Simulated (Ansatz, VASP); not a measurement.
# BP in two plane-wave programs

Wanted: the spread between two codes on one cell, functional and k mesh. The cell is taken from a series of VASP runs on this material, whose earlier steps may have relaxed, scaled or displaced it; both programs get it as it stands.

Calculated with Ansatz 0.2.0; plane waves, with VASP 6.6.1 beside it; elastic constants at LDA.

**1. Starting point**

Symmetry: F-43m, No. 216, cubic system. The conventional cell has a = 4.490 Å, b = 4.490 Å, c = 4.490 Å, α = 90.00°, β = 90.00°, γ = 90.00°. P has 4 B at 1.94 Å nearest. Nearest to B lie 4 P at 1.94 Å. Farther neighbours are not listed.

**2. VASP: elastic constants, LDA**

Elastic constants are differences of stresses under small strains, so they test the stress and the mesh.

Lines of VASP's logs that name or quote its potential files are left out, and so is its time.

INCAR

```
SYSTEM = BP
PREC = Accurate
ENCUT = 700
EDIFF = 1E-08
NELM = 100
ISMEAR = 0
SIGMA = 0.03
LREAL = .FALSE.
ALGO = Normal
GGA = CA
NBANDS = 10
LORBIT = 11
LWAVE = .FALSE.
LCHARG = .FALSE.
KPAR = 4
IBRION = 6
NFREE = 2
POTIM = 0.015
ISIF = 3
NSW = 1
```

POSCAR

```
BP
1.0
    0.0000000000      2.2448408687      2.2448408687
    2.2448408687      0.0000000000      2.2448408687
    2.2448408687      2.2448408687      0.0000000000
P B
1 1
Direct
    0.7500000000      0.7500000000      0.7500000000
    0.0000000000      0.0000000000      0.0000000000
```

KPOINTS

```
Automatic mesh
0
Gamma
10 10 10
0 0 0
```

PAW data sets: P and B (LDA family, release 64).

Launch:

```
$ mpirun -np 4 vasp_std
```

Numbers of over 12 decimals in the logs are rounded to 6 here.

The log of the run:

```text
[banner, memory and clock lines left out]
running    4 mpi-ranks, on    1 nodes
 distrk:  each k-point on    1 cores,    4 groups
 distr:  one band on    1 cores,    1 groups

 POSCAR found type information on POSCAR P B
 POSCAR found :  2 types and       2 ions
 LDA part: xc-table for (Slater(with rela. corr.)+CA(PZ))
 , standard interpolation
 POSCAR, INCAR and KPOINTS ok, starting setup
 FFT: planning ... GRIDC
 FFT: planning ... GRID_SOFT
 FFT: planning ... GRID
 WAVECAR not read
 entering main loop
       N       E                     dE             d eps       ncg     rms          rms(c)
DAV:   1     0.134748211652E+02    0.13475E+02   -0.48746E+03   940   0.910E+02
DAV:   2    -0.145627636860E+02   -0.28038E+02   -0.26669E+02  1330   0.129E+02
DAV:   3    -0.153003252122E+02   -0.73756E+00   -0.73534E+00  1124   0.194E+01
DAV:   4    -0.153035433313E+02   -0.32181E-02   -0.32177E-02  1224   0.141E+00
DAV:   5    -0.153035558545E+02   -0.12523E-04   -0.12523E-04  1086   0.807E-02    0.768E+00
DAV:   6    -0.145378255471E+02    0.76573E+00   -0.17811E+00  1034   0.628E+00    0.406E+00
DAV:   7    -0.144148212480E+02    0.12300E+00   -0.29558E-01  1220   0.292E+00    0.130E+00
DAV:   8    -0.144017607125E+02    0.13061E-01   -0.35343E-02  1110   0.106E+00    0.244E-01
DAV:   9    -0.144017901590E+02   -0.29447E-04   -0.76594E-04  1074   0.208E-01    0.161E-01
DAV:  10    -0.144017863352E+02    0.38238E-05   -0.14328E-04  1060   0.724E-02    0.346E-02
DAV:  11    -0.144017882194E+02   -0.18842E-05   -0.63565E-06  1172   0.139E-02    0.376E-02
DAV:  12    -0.144017878995E+02    0.31993E-06   -0.19121E-06  1088   0.632E-03    0.872E-03
DAV:  13    -0.144017879057E+02   -0.62327E-08   -0.76356E-08  1164   0.177E-03
   1 F= -.14401788E+02 E0= -.14401788E+02  d E =-.350690E-20
[... from here on, the cycles between the ionic steps are left out ...]
   2 F= -.14396177E+02 E0= -.14396177E+02  d E =-.186659E-19
   3 F= -.14396005E+02 E0= -.14396005E+02  d E =-.225033E-25
   8 F= -.14398319E+02 E0= -.14398319E+02  d E =-.224851E-17
   9 F= -.14398319E+02 E0= -.14398319E+02  d E =-.227232E-17
  10 F= -.14398319E+02 E0= -.14398319E+02  d E =-.226069E-17
  11 F= -.14398319E+02 E0= -.14398319E+02  d E =-.227324E-17
  12 F= -.14398319E+02 E0= -.14398319E+02  d E =-.226016E-17
  13 F= -.14398319E+02 E0= -.14398319E+02  d E =-.227283E-17
  14 F= -.14399560E+02 E0= -.14399560E+02  d E =-.713814E-21
  15 F= -.14399560E+02 E0= -.14399560E+02  d E =-.716530E-21
  16 F= -.14399561E+02 E0= -.14399561E+02  d E =-.706953E-21
 Finite differences progress:
  Degree of freedom:   8/  8
  Displacement:        1/  2
  Total:              15/ 16
 bond charge predicted
       N       E                     dE             d eps       ncg     rms          rms(c)
DAV:   1    -0.144005441873E+02   -0.98350E-03   -0.50905E-01  3452   0.478E+00    0.274E-01
DAV:   2    -0.143999357888E+02    0.60840E-03   -0.59821E-03  4192   0.591E-01    0.114E-01
DAV:   3    -0.143995553571E+02    0.38043E-03   -0.10023E-03  4110   0.192E-01    0.184E-02
DAV:   4    -0.143995607171E+02   -0.53600E-05   -0.71299E-05  3982   0.658E-02    0.955E-03
DAV:   5    -0.143995606901E+02    0.26947E-07   -0.13747E-06  3942   0.844E-03    0.206E-03
DAV:   6    -0.143995606919E+02   -0.17745E-08   -0.59914E-08  4330   0.180E-03
  17 F= -.14399561E+02 E0= -.14399561E+02  d E =-.705289E-21
 Finite differences progress:
  Degree of freedom:   8/  8
  Displacement:        2/  2
  Total:              16/ 16
```

OUTCAR, selected parts (step 2):

```text
ion  position               nearest neighbor table
   1  0.750  0.750  0.750-   2 1.94   2 1.94   2 1.94   2 1.94
   2  0.000  0.000  0.000-   1 1.94   1 1.94   1 1.94   1 1.94

  LATTYP: Found a face centered cubic cell.
 ALAT       =     4.4896817374

 Subroutine GETGRP returns: Found 24 space group operations
 (whereof 24 operations were pure point group operations)

The static configuration has the point symmetry T_d .

 Found     47 irreducible k-points:

   k-points           NKPTS =     47   k-points in BZ     NKDIM =     47   number of bands    NBANDS=     10

   dimension x,y,z NGX =    28 NGY =   28 NGZ =   28
   dimension x,y,z NGXF=    56 NGYF=   56 NGZF=   56

   ENCUT  =  700.0 eV  51.45 Ry    7.17 a.u.   6.85  6.85  6.85*2*pi/ulx,y,z

   NELECT =       8.0000    total number of electrons

 k-points in reciprocal lattice and weights: Automatic mesh
   0.00000000  0.00000000  0.00000000       0.001
   0.10000000  0.00000000  0.00000000       0.008
   0.20000000  0.00000000  0.00000000       0.008
   0.30000000  0.00000000  0.00000000       0.008
   0.40000000  0.00000000  0.00000000       0.008
   0.50000000  0.00000000  0.00000000       0.004
   0.10000000  0.10000000  0.00000000       0.006
   0.20000000  0.10000000  0.00000000       0.024
   0.30000000  0.10000000  0.00000000       0.024
[...]
-0.30000000  0.40000000  0.20000000       0.024
  -0.30000000  0.50000000  0.20000000       0.012

 average (electrostatic) potential at core
       1 -81.8961       2 -29.5418

 E-fermi :   8.0943

 k-point     1 :       0.0000    0.0000    0.0000
  band No.  band energies     occupation
      1      -7.8829      2.00000
      2       7.6745      2.00000
      3       7.7934      2.00000
      4       7.9101      2.00000
      5      11.1442      0.00000
      6      11.2210      0.00000
      7      11.3008      0.00000
      8      15.6553      0.00000
      9      19.2776      0.00000
    ...

 k-point     2 :       0.1000    0.0000    0.0000
  band No.  band energies     occupation
      1      -7.6981      2.00000
      2       6.4247      2.00000
      3       7.4536      2.00000
      4       7.5928      2.00000
      5      11.5751      0.00000
      6      11.6443      0.00000
      7      11.7361      0.00000
      8      16.1270      0.00000
      9      19.3176      0.00000
    ...

 k-point     3 :       0.2000    0.0000    0.0000
  band No.  band energies     occupation
      1      -7.1501      2.00000
      2       4.0673      2.00000
      3       6.8795      2.00000
      4       7.0060      2.00000
      5      11.9445      0.00000
      6      12.3118      0.00000
      7      12.4342      0.00000
      8      17.1382      0.00000
      9      18.6587      0.00000
    ...

  Total        0.0018138      0.0059962      0.0059962      0.0000000      0.1219327      0.0000000
  in kB        0.1284463      0.4246201      0.4246201      0.0000000      8.6346366      0.0000000
  external PRESSURE =       0.3258955 kB  Pullay stress =       0.0000000 kB

  energy-cutoff  :      700.00
  volume of cell :       22.62
      direct lattice vectors                 reciprocal lattice vectors
     0.000000000  2.244840869  2.244840869    -0.222732937  0.222732937  0.222732937
     2.244840869  0.000000000  2.244840869     0.222732937 -0.222732937  0.222732937
     2.244840869  2.244840869  0.000000000     0.222732937  0.222732937 -0.222732937

 POSITION                                       TOTAL-FORCE (eV/Angst)
 -----------------------------------------------------------------------------------
      3.36726      3.36726      3.36726        -0.296944      0.000000      0.000000
     -0.01500      0.00000      0.00000         0.296944      0.000000      0.000000
 -----------------------------------------------------------------------------------
    total drift:                                0.000031     -0.000000     -0.000000

  FREE ENERGIE OF THE ION-ELECTRON SYSTEM (eV)
  ---------------------------------------------------
  free  energy   TOTEN  =       -14.3995606919 eV

  energy  without entropy=      -14.3995606919  energy(sigma->0) =      -14.39956069

  SYMMETRIZED ELASTIC MODULI (kBar)
 Direction    XX          YY          ZZ          XY          YZ          ZX
 --------------------------------------------------------------------------------
 XX        3584.9028    840.9357    840.9357      0.0000      0.0000     -0.0000
 YY         840.9357   3584.9028    840.9357      0.0000      0.0000     -0.0000
 ZZ         840.9357    840.9357   3584.9028     -0.0000      0.0000      0.0000
 XY           0.0000      0.0000     -0.0000   2184.3869      0.0000      0.0000
 YZ           0.0000      0.0000      0.0000      0.0000   2184.3869      0.0000
 ZX          -0.0000     -0.0000      0.0000      0.0000      0.0000   2184.3869
 --------------------------------------------------------------------------------

 Eigenvectors and eigenvalues of the dynamical matrix
 ----------------------------------------------------

   1 f  =   24.570708 THz   154.382310 2PiTHz  819.590589 cm-1   101.616236 meV
             X         Y         Z           dx          dy          dz
      3.367261  3.367261  3.367261     0.000000    0.508651   -0.000000
      0.000000  0.000000  0.000000    -0.000000   -0.860973    0.000000

   2 f  =   24.570708 THz   154.382310 2PiTHz  819.590589 cm-1   101.616236 meV
             X         Y         Z           dx          dy          dz
      3.367261  3.367261  3.367261     0.000000    0.000000   -0.508651
      0.000000  0.000000  0.000000     0.000000    0.000000    0.860973

   3 f  =   24.570708 THz   154.382310 2PiTHz  819.590589 cm-1   101.616236 meV
             X         Y         Z           dx          dy          dz
      3.367261  3.367261  3.367261    -0.508651    0.000000    0.000000
      0.000000  0.000000  0.000000     0.860973   -0.000000   -0.000000

   4 f/i=    0.000108 THz     0.000677 2PiTHz    0.003596 cm-1     0.000446 meV
             X         Y         Z           dx          dy          dz
      3.367261  3.367261  3.367261    -0.013568   -0.541766    0.669014
      0.000000  0.000000  0.000000    -0.008016   -0.320068    0.395244

   5 f/i=    0.000108 THz     0.000677 2PiTHz    0.003596 cm-1     0.000446 meV
             X         Y         Z           dx          dy          dz
      3.367261  3.367261  3.367261     0.860863   -0.010248    0.009160
      0.000000  0.000000  0.000000     0.508586   -0.006054    0.005412

   6 f/i=    0.000108 THz     0.000677 2PiTHz    0.003596 cm-1     0.000446 meV
             X         Y         Z           dx          dy          dz
      3.367261  3.367261  3.367261    -0.002199   -0.669073   -0.541859
      0.000000  0.000000  0.000000    -0.001299   -0.395279   -0.320122

 ELASTIC MODULI CONTR FROM IONIC RELAXATION (kBar)
 Direction    XX          YY          ZZ          XY          YZ          ZX
 --------------------------------------------------------------------------------
 XX          -0.0000     -0.0000     -0.0000      0.0000     -0.0000      0.0000
 YY          -0.0000     -0.0000     -0.0000      0.0000      0.0000     -0.0000
 ZZ          -0.0000     -0.0000     -0.0000     -0.0000      0.0000      0.0000
 XY           0.0000      0.0000     -0.0000   -235.9566      0.0000      0.0000
 YZ          -0.0000      0.0000      0.0000      0.0000   -235.9566      0.0000
 ZX           0.0000     -0.0000      0.0000      0.0000      0.0000   -235.9566
 --------------------------------------------------------------------------------

 TOTAL ELASTIC MODULI (kBar)
 Direction    XX          YY          ZZ          XY          YZ          ZX
 --------------------------------------------------------------------------------
 XX        3584.9028    840.9357    840.9357      0.0000     -0.0000      0.0000
 YY         840.9357   3584.9028    840.9357      0.0000      0.0000     -0.0000
 ZZ         840.9357    840.9357   3584.9028     -0.0000      0.0000      0.0000
 XY           0.0000      0.0000     -0.0000   1948.4302      0.0000      0.0000
 YZ          -0.0000      0.0000      0.0000      0.0000   1948.4302      0.0000
 ZX           0.0000     -0.0000      0.0000      0.0000      0.0000   1948.4302
 --------------------------------------------------------------------------------

 total charge
# of ion       s       p       d       tot
------------------------------------------
    1        0.995   1.602   0.000   2.597
    2        0.668   1.320   0.000   1.988
--------------------------------------------------
tot          1.663   2.922   0.000   4.585

[... 3 further parts left out ...]
```

CONTCAR:

```
BP
   1.00000000000000
     0.0000000000000000    2.2448408686999999    2.2448408686999999
     2.2448408686999999    0.0000000000000000    2.2448408686999999
     2.2448408686999999    2.2448408686999999    0.0000000000000000
  P               B
     1     1
Direct
     0.7500000000000000    0.7500000000000000    0.7500000000000000
     0.0033409940564488   -0.0033409940564488   -0.0033409940564488
```

(Part 1 of 2 ends here.)

[Lines on the potential files, build, host, timing and source positions are cut from VASP's logs without a mark.]

[Logs are printed without paths, hosts, clocks, repeated set-up lines and the standing remarks that a program may print on its own settings, such as how far it seeks lower states.]

[Hosts, paths, dates, database ids (printed as entryN), source tags and the programs' standing remarks are cut or masked in the printed files.]
